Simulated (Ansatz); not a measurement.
A single-point run of Ansatz (plane waves, PAW) on SrO (wurtzite) (no longer in that coordination), with the lines that name the functional removed. The cell was relaxed with r2SCAN and then strained (uniaxial +2.0 % along z, other directions held), with the atoms relaxed again with r2SCAN; k points keep the names of the unstrained zone.

```xyz
4
Lattice="4.2700 0.0000 0.0000 -2.1350 3.6980 0.0000 0.0000 0.0000 5.2473" Properties=species:S:1:pos:R:3 pbc="T T T"
Sr    0.0000    2.4653   -0.3280
Sr    2.1350    1.2327    2.2957
O     0.0000    2.4653    2.2957
O     2.1350    1.2327    4.9194
```

```
scf.n_extra_bands = 5 over 16 filled bands (N_el = 32.0): the run solves 21 bands
Crystal: 4 atoms, lattice volume = 82.857 Å³
Basis set: ecut = 420 eV, 1607 PW (Γ)
Symmetry: 24 space group operations
Space group: P63/mmc (ITA 194)
k-points: 21 of 144
[warm-up without exact exchange]
SCF 1 stopped early in 3 iterations: F = -8229.050388 eV  dr2 = 9.71e-5
[exact exchange on]
preconditioner: auto → none  [insulator: Δε(μ)=4.118 eV  ℏωp=21.6 eV]
SCF 2 stopped early in 6 iterations: F = -8233.682650 eV  dr2 = 2.48e-6
hybrid outer 1: dexx = +1.259e-2 eV, tail = 1.92e-5 eV
SCF 3 converged in 4 iterations: F = -8233.682643 eV  dr2 = 3.25e-10
hybrid outer 2: dexx = +2.090e-7 eV, tail = 5.59e-9 eV, Δε = 1.29e-3 eV
hybrid SCF converged: 2 outer / 10 inner (+3 warm-up)
Free energy (F): -8233.682643 eV
Fermi energy:    4.791052 eV
--- Per-component energies (eV) ---
  E_band       = -238.457631
  E_kinetic    = 845.965776
  E_local      = -2107.219366
  E_nonlocal   = 496.745745
  E_hartree    = 626.462724
  E_xc         = -398.060980
  E_vxc        = -411.800998
  E_exx        = -85.678307
  E_paw        = -5723.646457
  E_vpaw       = -143.722079
  E_ewald      = -1887.459168
  E_core_change = -0.797350
--- Stress (GPa, compression-positive) ---
       -1.148460       0.000000       0.000000
        0.000000      -1.148460       0.000000
        0.000000       0.000000      -2.990108
  P = ⅓ Tr σ = -1.7623 GPa (-17.623 kbar)
--- Band table (eV; the first three rows and the last of 21) ---
  k-point 0: bands = […, 3.7715, 3.7715, 3.9118, 3.9118, 4.3863, 4.7911, 8.7670, 12.6304, 12.6304, 13.3914, …]
  k-point 1: bands = […, 3.7411, 3.7411, 3.8442, 3.8442, 3.9734, 4.1241, 9.3478, 12.0869, 13.2214, 13.2214, …]
  k-point 2: bands = […, 3.5747, 3.5747, 3.7445, 3.7445, 3.7445, 3.7445, 10.5248, 10.5248, 14.3905, 14.3905, …]
  k-point 20: bands = […, 3.2055, 3.2055, 3.9814, 3.9814, 4.4707, 4.4707, 10.5897, 10.5897, 13.9801, 13.9801, …]
```

Levels at the listed points, from bands.tsv (eV from the Fermi energy, bands near the gap, counted from 0):
```tsv
# k_distance	band_11	band_12	band_13	band_14	band_15	band_16	band_17	band_18	band_19
# fermi_ev = 4.791052
# [0, 0, 0] at k_distance = 0.000000
# [0.5, 0, 0] at k_distance = 0.849549
# [0.3333333333, 0.3333333333, 0] at k_distance = 1.340036
# [0, 0, 0.5] at k_distance = 2.489277
# [0.5, 0, 0.5] at k_distance = 3.338825
# [0.3333333333, 0.3333333333, 0.5] at k_distance = 3.829312
# levels_relative_to = fermi_ev
0.000	-1.020	-0.879	-0.879	-0.405	0.000	3.976	7.839	7.839	8.600
0.850	-0.845	-0.412	-0.359	-0.331	-0.215	5.766	6.318	6.707	8.624
1.340	-0.932	-0.395	-0.395	-0.379	-0.014	5.158	5.183	8.836	9.122
2.489	-1.216	-1.047	-1.047	-1.047	-1.047	5.734	5.734	9.599	9.599
3.339	-1.609	-0.852	-0.852	-0.370	-0.370	6.374	6.374	9.027	9.027
3.829	-1.586	-0.810	-0.810	-0.320	-0.320	5.799	5.799	9.189	9.189
```
In order the rows are Γ, M, K, A, L, H.

Task: Which functional gave these numbers?
A. HSE06
B. LC-ωPBE
C. PBE0
D. Hartree-Fock

Result: A. HSE06. The exchange loop and the term E_exx show exact exchange. With HSE06 the gap is 3.98 eV and direct, at Γ. Among hybrids the size of the gap and of E_exx follows the share and range of exact exchange. The stress of a hybrid is loosely converged here. Within one family of functionals the choice rests on the size of the gap and stress, not on a line of the log.

Command: `ansatz run input.yaml --threads 4 --pin off --max-ram 4608MiB --backend cpu --events-out ev --progress --plain --runs-dir out`. It took 65 s on 4 threads of Intel(R) Xeon(R) Processor @ 2.70GHz (shared host), load about 0.9 per core; peak host memory 1.7 GiB.

No spin polarisation. The prototype was imposed, so other structures may be more stable.

The meshes of the hybrids are coarse, so their gaps aren't converged to the digits shown.
